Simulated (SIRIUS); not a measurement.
# SnO under changes of volume

One of the cells (17.769 Å³/atom); the others are scaled copies at fixed shape and fractional positions:

```
CELL_PARAMETERS angstrom
3.81370 0.00000 0.00000
0.00000 3.81370 0.00000
0.00000 0.00000 4.88691
ATOMIC_POSITIONS crystal
Sn 0.50000 0.00000 0.76463
Sn 0.00000 0.50000 0.23537
O 0.00000 0.00000 0.00000
O 0.50000 0.50000 0.00000
```

The cell is a database's computed one.

```yaml
Program: SIRIUS 7.12.0
Functional: PBEsol
Potentials_or_basis: PseudoDojo 0.4.1 PBEsol standard (scalar relativistic)
Cutoff: 1152 eV
Density_cutoff: 4606 eV
k_mesh: 7 × 7 × 6
Occupations: fermi-dirac, width 0.05 eV
Spin: no spin polarisation
```

| volume (Å³/atom) | energy over the lowest point (meV/atom) | pressure (GPa) | gap on the mesh (eV) | largest force (eV/Å) |
| --- | --- | --- | --- | --- |
| 16.703 | 21.48 | 6.7 | 0.13 | 1.112 |
| 17.058 | 9.26 | 4.2 | 0.21 | 0.767 |
| 17.414 | 2.28 | 2.0 | 0.28 | 0.450 |
| 17.769 | 0.00 | 0.0 | 0.35 | 0.159 |
| 18.125 | ? | ? | ? | ? |
| 18.480 | 7.67 | -3.4 | 0.48 | 0.362 |
| 18.835 | 16.80 | -4.8 | 0.54 | 0.595 |

Q: What does the run at 18.125 Å³/atom give?

A: Energy over the lowest point 1.94 meV/atom; pressure -1.8 GPa; gap on the mesh 0.42 eV; largest force 0.111 eV/Å.

Worked out: A Birch-Murnaghan fit of order 3 (a polynomial in V^(-2/3)) to the other rows has its minimum at 17.78 Å³/atom with B0 = V·E''(V) = 95 GPa and B' = 4.4 at fixed shape and positions, which overstates the stiffness. It gives 1.95 meV/atom at 18.125 Å³/atom, against the run's 1.94, and -dE/dV = -1.8 GPa, against -1.8. A straight line through the other rows of the gap, of slope 3.4 eV per unit of ln V, gives 0.41 eV, against the run's 0.42.

Energies are extrapolated to zero smearing.

Caveats: spin-orbit coupling is left out, which moves the levels of the heavy elements; an odd mesh through Γ misses points on the zone boundary, where band edges often lie; forces of over 1 eV/Å show positions far from the minimum, so gaps and moduli don't describe the material at rest (some runs).
